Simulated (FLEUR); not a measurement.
Runs of FLEUR MaX-R8.1 (later development tree) on Co. The structure is hexagonal, space group P6_3/mmc (No. 194). The conventional cell has a = 2.472 Å, b = 2.472 Å, c = 4.021 Å, α = 90.00°, β = 90.00°, γ = 120.00°. Co (site symmetry -6m2) has 12 Co at 2.47 Å as nearest neighbours. 

```tsv
task	level	spin	U	inpgen profile	hund's J (eV)	around-mean-field double counting	gmax	muffin-tin radii	kmax	gap on the mesh (eV)	moment (μB)	V0 of scaled cells (Å³/atom)	B0 (GPa)
single point	PBEsol+U	collinear, antiferromagnetic start	Co d U = 1 eV, J = 0.5 eV	fastHighL	0.5	no	12.3 1/bohr	Co 2.16 bohr	3.98 1/bohr	none	0.00	-	-
band structure	LDA	collinear, ferromagnetic start	-	-	-	-	14.1 1/bohr	Co 2.16 bohr	4.54 1/bohr	-	3.09	-	-
single point	PBE	collinear, ferromagnetic start	-	-	-	-	12.8 1/bohr	Co 2.09 bohr	4.11 1/bohr	none	(a)	-	-
equation of state	SCAN	collinear, program default start	-	-	-	-	14.5 1/bohr	Co 2.09 bohr	4.69 1/bohr	-	-	10.53	(b)
equation of state	PBEsol	collinear, program default start	-	-	-	-	14.5 1/bohr	Co 2.09 bohr	4.69 1/bohr	-	-	10.36	234
```

Alike in all rows: potentials or basis all-electron, FLAPW; cell as given; k mesh 12 × 12 × 7; smearing fermi-dirac 0.05 eV.

Q: Estimate the missing entries.

A: (a) 3.21; (b) 235.

Caveats: the cell was scaled at fixed shape and fractional positions, which overstates the stiffness of a crystal with free parameters, most of all of layers and chains (some runs); the U is typed as a test and isn't derived for this compound (some runs); the meta-GGA is that of a development version, with a GGA for the radial functions and cores and without core tails (some runs).

A k mesh can miss the band edges.

A gap of «none» marks a metal or a gap under the smearing width.

Not every run made on this cell is shown here.
